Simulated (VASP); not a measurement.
Energy against volume of NaBr (rock salt). Calculation: SCAN meta-GGA, VASP's PBE PAW potentials (set 64) (plane waves; VASP). Run with 520 eV cut-off, 8×8×8 Γ-centred mesh, Gaussian smearing of 0.050 eV, potentials Na_pv Br.

| V (Å³/atom) | E (eV/atom) |
|---|---|
| 24.198 | -13.56872 |
| 24.971 | -13.57471 |
| 25.743 | -13.57632 |
| 26.515 | -13.57513 |

### Question
Fit these four points and predict the energy of the run at 27.287 Å³/atom.

### Answer
A cubic in V^(−2/3), the third-order Birch-Murnaghan form, passes through the four points with V0 = 25.74 Å³/atom and B0 = 19 GPa, and gives -13.5724 eV/atom there. The run gave -13.5705 eV/atom, +1.9 meV/atom from the fit; all five points give B0 = 24 GPa.

The compound is NaBr in the rock salt structure. It was relaxed first.
